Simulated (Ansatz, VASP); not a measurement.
## Two plane-wave programs on Zn

```
CELL_PARAMETERS angstrom
2.66480 0.00000 0.00000
-1.33240 2.30778 0.00000
0.00000 0.00000 29.84010
ATOMIC_POSITIONS crystal
Zn 0.66667 0.33333 0.25134
Zn 0.33333 0.66667 0.33423
Zn 0.66667 0.33333 0.41711
Zn 0.33333 0.66667 0.50000
Zn 0.66667 0.33333 0.58289
Zn 0.33333 0.66667 0.66577
Zn 0.66667 0.33333 0.74866
```

The slab is cut from a database's or a generator's crystal, which needn't be the stable form of the element.

Alike in both runs: functional PBE; k mesh 11 × 11 × 1; occupations fermi-dirac, width 0.05 eV; no spin polarisation.

|  | VASP | Ansatz |
| --- | --- | --- |
| version | VASP 6.6.1 | Ansatz 0.2.0 |
| potentials or method | VASP PAW PBE potentials, release 64 (Zn) | Ansatz PAW |
| plane-wave cutoff (eV) | 520 | 420 |
| valence electrons in the cell | 84 | 84 |
| task | work function | single point |

|  | VASP | Ansatz | Ansatz less VASP |
| --- | --- | --- | --- |
| gap on the k mesh at the Fermi level (eV) | none | none | - |
| rms of the force components (eV/Å) | 0.057 | 0.056 | -0.0010 |
| work function, face that differs most (eV) | 4.16 | 4.16 | +0.002 |

Atom by atom the forces differ by 0.002 eV/Å (rms over components). A gap of «none» marks a metal or a gap that the smearing closes.
